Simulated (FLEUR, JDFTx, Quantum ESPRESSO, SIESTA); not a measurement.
One calculation of Nb, 4 ways

```
Nb
1.0
    -1.66395    1.66395    1.66395
     1.66395   -1.66395    1.66395
     1.66395    1.66395   -1.66395
Nb
1
Cartesian
  0.0000 0.0000 0.0000
```

Alike in all runs: task equation of state; functional PBEsol; k mesh 11 × 11 × 11; occupations fermi-dirac, width 0.05 eV; no spin polarisation; no spin-orbit coupling.

| program and potentials | plane-wave cutoff (eV) | notes | equilibrium volume (Å³/atom) | bulk modulus (GPa) |
| --- | --- | --- | --- | --- |
| SIESTA, files PseudoDojo sr-pbesol-0.4.1-standard, DZP (energy shift 0.003 Ry; two zetas on semicore shells) | - | atomic basis | 17.76 | 187.0 |
| FLEUR, all-electron, FLAPW | - | - | ? | ? |
| Quantum ESPRESSO, PseudoDojo 0.4.1 SR PBEsol standard | 1116 | - | 17.62 | 181.0 |
| JDFTx, PseudoDojo-SR-PBEsol-0.4.1-standard | 1116 | - | 17.62 | 180.9 |

Question: Estimate from the other rows what the run with FLEUR, all-electron, FLAPW gave.

Answer: Equilibrium volume 17.59 Å³/atom; bulk modulus 180.9 GPa. The other rows, which needn't bracket it: equilibrium volume 17.62 to 17.76; bulk modulus 180.9 to 187.0.
